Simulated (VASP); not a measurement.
# KI (Fm-3m) in VASP: a series of runs, part 2 of 2

VASP 6.6.1. The steps go on from the part before.

**3. Relaxation of the atoms, PBE (a relaxed cell with its volume scaled by 0.96)**

INCAR

```
SYSTEM = KI
PREC     = Accurate       ! precision mode
ENCUT    = 600            ! plane-wave cutoff, eV
EDIFF    = 1E-7           ! SCF threshold, eV
ISMEAR   = 0              ! smearing method
SIGMA    = 0.03           ! smearing width, eV
LREAL    = .FALSE.        ! projectors in reciprocal space
LASPH    = .TRUE.         ! aspherical terms in the spheres
NELM     = 80             ! most SCF steps
ALGO     = Normal         ! electronic algorithm
ISIF     = 2              ! what is computed and relaxed
LWAVE    = .FALSE.        ! write WAVECAR
LCHARG   = .FALSE.        ! write CHGCAR
GGA      = PE             ! functional
IBRION   = 2              ! ionic algorithm
NSW      = 40             ! ionic steps
EDIFFG   = -0.01          ! ionic threshold
```

KPOINTS

```
Automatic mesh
0
G
  8 8 8
  0 0 0
```

POSCAR

```
KI                                      
1.0
    0.0000000000      3.5458073371      3.5458073371
    3.5458073371      0.0000000000      3.5458073371
    3.5458073371      3.5458073371      0.0000000000
  K               I             
     1     1
Direct
     0.0000000000000000    0.0000000000000000    0.0000000000000000
     0.5000000000000000    0.5000000000000000    0.5000000000000000
```

Potentials or basis: VASP PAW PBE potentials, release 64 (K_sv, I).

Launch:

```console
$ cat potpaw_PBE.64/K_sv/POTCAR potpaw_PBE.64/I/POTCAR > POTCAR
$ mpirun -np 1 vasp_std > vasp.out
```

It took 44 s on 1 thread of Intel Xeon Platinum 8488C (Sapphire Rapids), shared host; peak memory 0.25 GiB.

The run converged. Its results:

```
Free energy             : -5.5599 eV
Pressure after relaxing : 0.5 GPa
Band gap on the k mesh  : 3.94 eV, direct
```

Final structure:
```xyz
2
Lattice="0.0000 3.5458 3.5458 3.5458 0.0000 3.5458 3.5458 3.5458 0.0000" Properties=species:S:1:pos:R:3 pbc="T T T"
K     0.0000    0.0000    0.0000
I     3.5458    3.5458    3.5458
```

Levels at points of the mesh, in eV from the valence-band top:
| k point | band 4 | band 5 | band 6 | band 7 | band 8 | band 9 | band 10 | band 11 | band 12 |
| --- | --- | --- | --- | --- | --- | --- | --- | --- | --- |
| (0.00, 0.00, 0.00) | -12.01 | -10.49 | 0.00 | 0.00 | 0.00 | 3.94 | 6.50 | 6.50 | 6.50 |
| (0.50, 0.00, 0.00) | -12.01 | -10.22 | -1.29 | -0.33 | -0.33 | 5.51 | 7.68 | 8.12 | 8.12 |
| (0.50, 0.50, 0.00) | -12.03 | -10.35 | -0.98 | -0.36 | -0.36 | 4.95 | 5.74 | 8.08 | 8.73 |

Caveat: the relaxation stopped at its first step, so nothing moved; spin-orbit coupling is left out, which moves the levels of the heavy elements. A k mesh can miss the band edges.

**4. Relaxation of the atoms, PBE (a relaxed cell with its volume scaled by 0.98)**

INCAR is that of step 3.

KPOINTS is that of step 3.

POSCAR

```
KI                                      
1.0
    0.0000000000      3.5702619535      3.5702619535
    3.5702619535      0.0000000000      3.5702619535
    3.5702619535      3.5702619535      0.0000000000
  K               I             
     1     1
Direct
     0.0000000000000000    0.0000000000000000    0.0000000000000000
     0.5000000000000000    0.5000000000000000    0.5000000000000000
```

Launch:

```console
$ cat potpaw_PBE.64/K_sv/POTCAR potpaw_PBE.64/I/POTCAR > POTCAR
$ mpirun -np 1 vasp_std > vasp.out
```

Wall time 42 s (1 thread of Intel Xeon Platinum 8488C (Sapphire Rapids), shared host); peak memory 0.26 GiB.

It converged, with:

```yaml
Free_energy: -5.5640 eV
Pressure_after_relaxing: 0.2 GPa
Band_gap_on_the_k_mesh: 3.89 eV, direct
```

Final structure:
```
CELL_PARAMETERS angstrom
0.00000 3.57026 3.57026
3.57026 0.00000 3.57026
3.57026 3.57026 0.00000
ATOMIC_POSITIONS crystal
K 0.00000 0.00000 0.00000
I 0.50000 0.50000 0.50000
```

Levels at points of the mesh, in eV from the valence-band top:
| k point | band 5 | band 6 | band 7 | band 8 | band 9 | band 10 | band 11 | band 12 |
| --- | --- | --- | --- | --- | --- | --- | --- | --- |
| (0.00, 0.00, 0.00) | -10.46 | 0.00 | 0.00 | 0.00 | 3.89 | 6.51 | 6.51 | 6.51 |
| (0.50, 0.00, 0.00) | -10.22 | -1.25 | -0.31 | -0.31 | 5.49 | 7.61 | 8.08 | 8.08 |
| (0.50, 0.50, 0.00) | -10.33 | -0.95 | -0.35 | -0.35 | 4.98 | 5.69 | 8.06 | 8.65 |

Caveat: the relaxation stopped at its first step, so nothing moved; spin-orbit coupling is left out, which moves the levels of the heavy elements.

**5. Relaxation of the atoms, PBE**

INCAR is that of step 4.

KPOINTS is that of step 4.

POSCAR

```
KI                                      
1.0
    0.0000000000      3.5943860769      3.5943860769
    3.5943860769      0.0000000000      3.5943860769
    3.5943860769      3.5943860769      0.0000000000
  K               I             
     1     1
Direct
     0.0000000000000000    0.0000000000000000    0.0000000000000000
     0.5000000000000000    0.5000000000000000    0.5000000000000000
```

Potentials or basis: VASP PAW PBE potentials, release 64 (K_sv, I).

Launch:

```console
$ cat potpaw_PBE.64/K_sv/POTCAR potpaw_PBE.64/I/POTCAR > POTCAR
$ mpirun -np 1 vasp_std > vasp.out
```

OUTCAR:

```text
SYSTEM = KI
   PREC = Accurate
   ENCUT = 600
   EDIFF = 1E-7
   ISMEAR = 0
   LREAL = .FALSE.
   LASPH = .TRUE.
   NELM = 80
   ISIF = 2
   GGA = PE
   IBRION = 2
   NSW = 40
   EDIFFG = -0.01

 ion  position               nearest neighbor table
   1  0.000  0.000  0.000-   2 3.59   2 3.59   2 3.59   2 3.59   2 3.59   2 3.59
   2  0.500  0.500  0.500-   1 3.59   1 3.59   1 3.59   1 3.59   1 3.59   1 3.59

  LATTYP: Found a face centered cubic cell.
 ALAT       =     7.1887721538

  Lattice vectors:

 A1 = (   0.0000000000,   3.5943860769,   3.5943860769)
 A2 = (   3.5943860769,   0.0000000000,   3.5943860769)
 A3 = (   3.5943860769,   3.5943860769,   0.0000000000)

Analysis of symmetry for initial positions (statically):
=====================================================================
 Subroutine PRICEL returns:
 Original cell was already a primitive cell.

 Routine SETGRP: Setting up the symmetry group for a
 face centered cubic supercell.

[... 179 lines left out ...]
      2     -12.7534      2.00000
      3     -12.7534      2.00000
      4     -12.7534      2.00000
      5     -11.1029      2.00000
      6      -0.6746      2.00000
      7      -0.6746      2.00000
      8      -0.6746      2.00000
      9       3.1717      0.00000
     10       5.8377      0.00000
     11       5.8377      0.00000
     12       5.8377      0.00000
[... 331 lines left out ...]
 k-point    24 :      -0.3750    0.2500    0.1250
  band No.  band energies     occupation
      1     -29.2699      2.00000
      2     -12.8322      2.00000
      3     -12.7670      2.00000
      4     -12.7604      2.00000
      5     -10.9114      2.00000
      6      -1.6848      2.00000
      7      -1.1669      2.00000
      8      -1.0201      2.00000
      9       5.3027      0.00000
     10       6.1281      0.00000
     11       6.5108      0.00000
     12       7.4870      0.00000

 [... further k-points ...]

------------------------ aborting loop because EDIFF is reached ----------------------------------------

  FORCE on cell =-STRESS in cart. coord.  units (eV):
  Direction    XX          YY          ZZ          XY          YZ          ZX
  --------------------------------------------------------------------------------------
  -------------------------------------------------------------------------------------
  Total       -0.0008301     -0.0008301     -0.0008301     -0.0000000      0.0000000     -0.0000000
  in kB       -0.0143204     -0.0143204     -0.0143204     -0.0000000      0.0000000     -0.0000000
  external PRESSURE =      -0.0143204 kB  Pullay stress =       0.0000000 kB

 VOLUME and BASIS-vectors are now :
 -----------------------------------------------------------------------------
  energy-cutoff  :      600.00
  volume of cell :       92.88
      direct lattice vectors                 reciprocal lattice vectors
     0.000000000  3.594386077  3.594386077    -0.139105814  0.139105814  0.139105814
     3.594386077  0.000000000  3.594386077     0.139105814 -0.139105814  0.139105814
     3.594386077  3.594386077  0.000000000     0.139105814  0.139105814 -0.139105814

 POSITION                                       TOTAL-FORCE (eV/Angst)
 -----------------------------------------------------------------------------------
      0.00000      0.00000      0.00000         0.000000      0.000000      0.000000
      3.59439      3.59439      3.59439        -0.000000     -0.000000      0.000000
 -----------------------------------------------------------------------------------
    total drift:                               -0.000000     -0.000000     -0.000000

  FREE ENERGIE OF THE ION-ELECTRON SYSTEM (eV)
  ---------------------------------------------------
  free  energy   TOTEN  =        -5.5653453523 eV

  energy  without entropy=       -5.5653453523  energy(sigma->0) =       -5.56534535

 reached required accuracy - stopping structural energy minimisation
```

It took 59 s on 1 thread of Intel Xeon Platinum 8488C (Sapphire Rapids), shared host; peak memory 0.27 GiB.

What came out:

* Free energy: -5.5653 eV
* Pressure after relaxing: 0.0 GPa
* Band gap on the k mesh: 3.85 eV, direct

Final structure:
```cif
data_structure
_symmetry_space_group_name_H-M 'P 1'
_symmetry_Int_Tables_number 1
_cell_length_a 5.0832
_cell_length_b 5.0832
_cell_length_c 5.0832
_cell_angle_alpha 60.000
_cell_angle_beta 60.000
_cell_angle_gamma 60.000
_cell_volume 92.88
loop_
_atom_site_label
_atom_site_type_symbol
_atom_site_fract_x
_atom_site_fract_y
_atom_site_fract_z
_atom_site_occupancy
K1 K 0.00000 0.00000 0.00000 1
I1 I 0.50000 0.50000 0.50000 1
```

Levels at points of the mesh, in eV from the valence-band top:
| k point | band 4 | band 5 | band 6 | band 7 | band 8 | band 9 | band 10 | band 11 | band 12 |
| --- | --- | --- | --- | --- | --- | --- | --- | --- | --- |
| (0.00, 0.00, 0.00) | -12.08 | -10.43 | 0.00 | 0.00 | 0.00 | 3.85 | 6.51 | 6.51 | 6.51 |
| (0.50, 0.00, 0.00) | -12.08 | -10.21 | -1.21 | -0.30 | -0.30 | 5.47 | 7.55 | 8.04 | 8.04 |
| (0.50, 0.50, 0.00) | -12.09 | -10.31 | -0.92 | -0.34 | -0.34 | 5.01 | 5.65 | 8.04 | 8.55 |

Caveat: the relaxation stopped at its first step, so nothing moved; spin-orbit coupling is left out, which moves the levels of the heavy elements.

**6. Relaxation of the atoms, PBE (a relaxed cell with its volume scaled by 1.02)**

INCAR is that of step 5.

KPOINTS is that of step 5.

POSCAR

```
KI                                      
1.0
    0.0000000000      3.6181906519      3.6181906519
    3.6181906519      0.0000000000      3.6181906519
    3.6181906519      3.6181906519      0.0000000000
  K               I             
     1     1
Direct
     0.0000000000000000    0.0000000000000000    0.0000000000000000
     0.5000000000000000    0.5000000000000000    0.5000000000000000
```

Potentials or basis: VASP PAW PBE potentials, release 64 (K_sv, I).

Launch:

```console
$ cat potpaw_PBE.64/K_sv/POTCAR potpaw_PBE.64/I/POTCAR > POTCAR
$ mpirun -np 1 vasp_std > vasp.out
```

Wall time 56 s (1 thread of Intel Xeon Platinum 8488C (Sapphire Rapids), shared host); peak memory 0.26 GiB.

Results (log left out):

```
Free energy             : -5.5642 eV
Pressure after relaxing : -0.2 GPa
Band gap on the k mesh  : 3.80 eV, direct
```

Final structure:
```
CELL_PARAMETERS angstrom
0.00000 3.61819 3.61819
3.61819 0.00000 3.61819
3.61819 3.61819 0.00000
ATOMIC_POSITIONS crystal
K 0.00000 0.00000 0.00000
I 0.50000 0.50000 0.50000
```

Levels at points of the mesh, in eV from the valence-band top:
```tsv
k point	band 4	band 5	band 6	band 7	band 8	band 9	band 10	band 11	band 12
(0.00, 0.00, 0.00)	-12.12	-10.40	0.00	0.00	0.00	3.80	6.52	6.52	6.52
(0.50, 0.00, 0.00)	-12.12	-10.20	-1.16	-0.28	-0.28	5.44	7.48	8.00	8.00
(0.50, 0.50, 0.00)	-12.13	-10.29	-0.89	-0.33	-0.33	5.04	5.60	8.01	8.45
```

Caveat: the relaxation stopped at its first step, so nothing moved; spin-orbit coupling is left out, which moves the levels of the heavy elements. A k mesh can miss the band edges.

**7. The runs side by side**

| cell | gap on the mesh (eV) | pressure (GPa) |
| --- | --- | --- |
| atoms relaxed from: a relaxed cell with its volume scaled by 0.94 | 3.99 | 0.8 |
| atoms relaxed from: a relaxed cell with its volume scaled by 0.96 | 3.94 | 0.5 |
| atoms relaxed from: a relaxed cell with its volume scaled by 0.98 | 3.89 | 0.2 |
| atoms relaxed | 3.85 | 0.0 |
| atoms relaxed from: a relaxed cell with its volume scaled by 1.02 | 3.80 | -0.2 |

Alike in all rows: task relaxation of the atoms; level PBE; potentials or basis VASP PAW PBE potentials, release 64 (K_sv, I); no spin polarisation; k mesh 8 × 8 × 8; cutoff (eV) 600; smearing gaussian 0.03 eV.

Caveats: the relaxation stopped at its first step, so nothing moved; spin-orbit coupling is left out, which moves the levels of the heavy elements.

Absolute energies hang on the potentials; compare differences alone.

**8. Comparison with measurements**

Step 5. Measured gap of KI: 6.32 eV (a printed reference work, monograph). This calculation gives 3.85 eV (-2.47 eV). Spin-orbit coupling on I is left out. The value is that of PBE on a finite k mesh, which can miss the band edges, without temperature or zero-point motion. Semilocal functionals fall short of measured gaps as a rule.
